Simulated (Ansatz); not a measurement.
Crystal: Ga.

```
Ga
1.0
     1.45000   -4.06500    0.00000
     1.45000    4.06500    0.00000
     0.00000    0.00000    3.17000
Ga
2
Direct
  0.13300 0.86700 0.75000
  0.86700 0.13300 0.25000
```

This isn't the form of Ga at room conditions, which is orthorhombic.

| Item | Value |
| --- | --- |
| Program | Ansatz 0.2.0 |
| Task | single point |
| Functional | PBE |
| Potentials or basis | all-electron LAPW, scalar-relativistic |
| Cutoff | 257 eV (chosen from the basis error) |
| Basis error allowed | 0.001 eV/atom |
| k mesh | 10 × 10 × 8 |
| Occupations | fermi-dirac, width 0.05 eV |
| Spin | no spin polarisation |

On this cell: pressure 1.5 GPa; largest force 0.212 eV/Å; band gap on the k mesh none (metal or under the smearing width).

The same run follows on a disturbed copy (atoms moved at random, drawn with an rms of 0.05 Å):

```
Ga
1.0
     1.45000   -4.06500    0.00000
     1.45000    4.06500    0.00000
     0.00000    0.00000    3.17000
Ga
2
Direct
  0.14265 0.88362 0.75216
  0.86304 0.14619 0.26198
```

Question: What changes?

Answer: The energy (extrapolated to zero smearing) moves by -1.7 meV/atom; pressure 1.5 GPa; largest force 0.058 eV/Å; band gap on the k mesh none (metal or under the smearing width).

Forces in eV/Å, atoms in the order of the input:
```
Ga  -0.010 -0.013  0.056
Ga   0.010  0.013 -0.056
```

Stress tensor (GPa, compression positive):
```
 0.23 -0.07 -0.01
-0.07  1.68  0.00
-0.01  0.00  2.51
```
